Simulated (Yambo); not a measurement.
A run of Yambo 5.3.0:

File bse2.in:

```
optics
bse
bss
rim_cut
em1s
RandQpts= 1000000
RandGvec= 50 RL
Chimod= "HARTREE"
% BndsRnXs
 1 | 33 |
%
NGsBlkXs= 5 Ry
% LongDrXs
 1 | 0 | 0 |
%
BSKmod= "SEX"
BSEmod= "retarded"
BSSmod= "d"
% BSEQptR
 1 | 1 |
%
% BSEBands
 7 | 10 |
%
BSENGexx= 20 Ry
BSENGBlk= 5 Ry
% BEnRange
 0 | 20 | eV
%
% BDmRange
 0.1 | 0.1 | eV
%
BEnSteps= 200
% BLongDir
 1 | 0 | 0 |
%
BSEprop= "abs"
WRbsWF
% KfnQP_E
 2.0 | 1.0 | 1.0 |
%
```

scf.in

```
&CONTROL
  calculation = 'scf'
  prefix = 'pwscf'
  outdir = './tmp'
  pseudo_dir = './pseudo'
/
&SYSTEM
  ibrav = 0
  nat = 2
  ntyp = 2
  ecutwfc = 84
  nbnd = 14
  occupations = 'smearing'
  smearing = 'fd'
  degauss = 0.00367493
  force_symmorphic = .true.
/
&ELECTRONS
  conv_thr = 4d-10
  electron_maxstep = 120
  mixing_beta = 0.5
/
ATOMIC_SPECIES
Mg    24.3050 Mg.upf
O     15.9990 O.upf
CELL_PARAMETERS angstrom
   2.8983130506    0.0000000000    0.0000000000
  -1.4491565253    2.5100127300    0.0000000000
   0.0000000000    0.0000000000    2.6434636685
ATOMIC_POSITIONS crystal
Mg     0.0000000000    0.0000000000    0.0000000000
O      0.3333333333    0.6666666667    0.5000000000
K_POINTS automatic
12 12 10 0 0 0
```

The input nscf.in:

```
&CONTROL
  calculation = 'nscf'
  prefix = 'pwscf'
  outdir = './tmp'
  pseudo_dir = './pseudo'
/
&SYSTEM
  ibrav = 0
  nat = 2
  ntyp = 2
  ecutwfc = 84
  nbnd = 158
  occupations = 'fixed'
  force_symmorphic = .true.
/
&ELECTRONS
  conv_thr = 1d-08
  diago_full_acc = .true.
  diago_thr_init = 1d-06
/
ATOMIC_SPECIES
Mg    24.3050 Mg.upf
O     15.9990 O.upf
CELL_PARAMETERS angstrom
   2.8983130506    0.0000000000    0.0000000000
  -1.4491565253    2.5100127300    0.0000000000
   0.0000000000    0.0000000000    2.6434636685
ATOMIC_POSITIONS crystal
Mg     0.0000000000    0.0000000000    0.0000000000
O      0.3333333333    0.6666666667    0.5000000000
K_POINTS automatic
3 3 4 0 0 0
```

Potentials or basis: PseudoDojo 0.4.1 SR PBEsol standard.

Command:

```console
$ OMP_NUM_THREADS=1 pw.x -in scf.in > scf.out
$ OMP_NUM_THREADS=1 pw.x -in nscf.in > nscf.out
$ cd tmp/pwscf.save; p2y; mv SAVE ../..; cd ../..
$ OMP_NUM_THREADS=1 yambo
$ mkdir -p bse2; ln -s $PWD/g0w00/ndb.RIM bse2/
$ OMP_NUM_THREADS=1 yambo -F bse2.in -J bse2 -C bse2_out
$ OMP_NUM_THREADS=1 ypp -J bse2 -C bse2_out -e s -b 1
```

Hardware: 1 thread of Arm Neoverse V1 (shared host).

**Question.** Estimate the wall time of this run.

**Answer.** Wall time 48 s on 1 thread of Arm Neoverse V1 (shared host).
